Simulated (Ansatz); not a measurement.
A relaxation computed with Ansatz, from input to last step.

```yaml
crystal:
  lattice:
    - [3.1130528186, -1.814750418, -0.0092529178]
    - [3.1130528186, 1.814750418, -0.0092529178]
    - [-2.6251336879, 0.0, 3.8739364991]
  atoms:
    - { symbol: O, position: [0.0205767458, 0.0205767458, 0.1448639951], spin: 0.61 }
    - { symbol: O, position: [0.9794232542, 0.9794232542, 0.8551360049], spin: 0.61 }
basis:
  ecutwfc: 420
kpoints:
  mp_grid: { grid: [10, 10, 8] }
hamiltonian:
  xc: pbe
  dispersion: d3bj
scf:
  occupations: { method: gaussian, width: 0.02 }
output:
  forces: true
  stress: true
  eigenvalues: true
  populations: true
magnetization:
  spin_polarized: true
relax:
  adjacent_minimum: "off"
  f_tol: 0.01
  max_steps: 30
  cell: { stress_tol: 0.1, fix: [volume] }
```

```bash
ansatz run input.yaml --threads 1 --pin off --max-ram 2560MiB --backend cpu --events-out ev --progress --plain --runs-dir out
```

Theory: Ansatz 0.2.0, DFT PBE+D3(BJ), scalar-relativistic, plane waves, PAW.

The volume is held at 1.06 times that of the relaxed cell.

Of 6 frames 6 are shown, positions in Å and forces in eV/Å; the SCF threshold varies from step to step. Steps run on the plane waves of an earlier cell, with a Pulay correction in the pressure. The basis is chosen afresh for the last frame, the zero of the energies, and at times for earlier ones too; energy and pressure step there, also at an unchanged geometry.

```xyz
2
Lattice="3.1131 -1.8148 -0.0093 3.1131 1.8148 -0.0093 -2.6251 0.0000 3.8739" Properties=species:S:1:pos:R:3:forces:R:3 pbc="T T T" step=1 free_energy_over_end_meV_per_atom=2.17 pressure_GPa=-1.27
O    -0.2522    0.0000    0.5608    0.3201    0.0000   -0.7114
O     3.8531    0.0000    3.2946   -0.3201    0.0000    0.7114
2
Lattice="3.1115 -1.8132 -0.0134 3.1115 1.8132 -0.0134 -2.6290 0.0000 3.8828" Properties=species:S:1:pos:R:3:forces:R:3 pbc="T T T" step=2 free_energy_over_end_meV_per_atom=0.05 pressure_GPa=-0.46
O    -0.2484    0.0000    0.5581    0.1001    0.0000   -0.2267
O     3.8424    0.0000    3.2979   -0.1001    0.0000    0.2267
2
Lattice="3.1096 -1.8110 -0.0195 3.1096 1.8110 -0.0195 -2.6349 0.0000 3.8949" Properties=species:S:1:pos:R:3:forces:R:3 pbc="T T T" step=3 free_energy_over_end_meV_per_atom=-0.15 pressure_GPa=-0.11
O    -0.2685    0.0000    0.5468    0.0147    0.0000   -0.0155
O     3.8528    0.0000    3.3091   -0.0147    0.0000    0.0155
2
Lattice="3.1092 -1.8105 -0.0209 3.1092 1.8105 -0.0209 -2.6362 0.0000 3.8978" Properties=species:S:1:pos:R:3:forces:R:3 pbc="T T T" step=4 free_energy_over_end_meV_per_atom=-0.20 pressure_GPa=0.02
O    -0.2496    0.0000    0.5550   -0.0309    0.0000    0.0694
O     3.8317    0.0000    3.3011    0.0309    0.0000   -0.0694
2
Lattice="3.1047 -1.8082 -0.0301 3.1047 1.8082 -0.0301 -2.6439 0.0000 3.9162" Properties=species:S:1:pos:R:3:forces:R:3 pbc="T T T" step=5 free_energy_over_end_meV_per_atom=-0.25 pressure_GPa=-0.08
O    -0.2471    0.0000    0.5567    0.0016    0.0000   -0.0024
O     3.8125    0.0000    3.2993   -0.0016    0.0000    0.0024
2
Lattice="3.1047 -1.8082 -0.0301 3.1047 1.8082 -0.0301 -2.6439 0.0000 3.9162" Properties=species:S:1:pos:R:3:forces:R:3 pbc="T T T" step=6 free_energy_over_end_meV_per_atom=0.00 pressure_GPa=-0.10
O    -0.2471    0.0000    0.5567    0.0021    0.0000   -0.0030
O     3.8125    0.0000    3.2993   -0.0021    0.0000    0.0030
```

Time: 79 s on 1 thread of Arm Neoverse V1 (shared host), peak memory 0.46 GiB.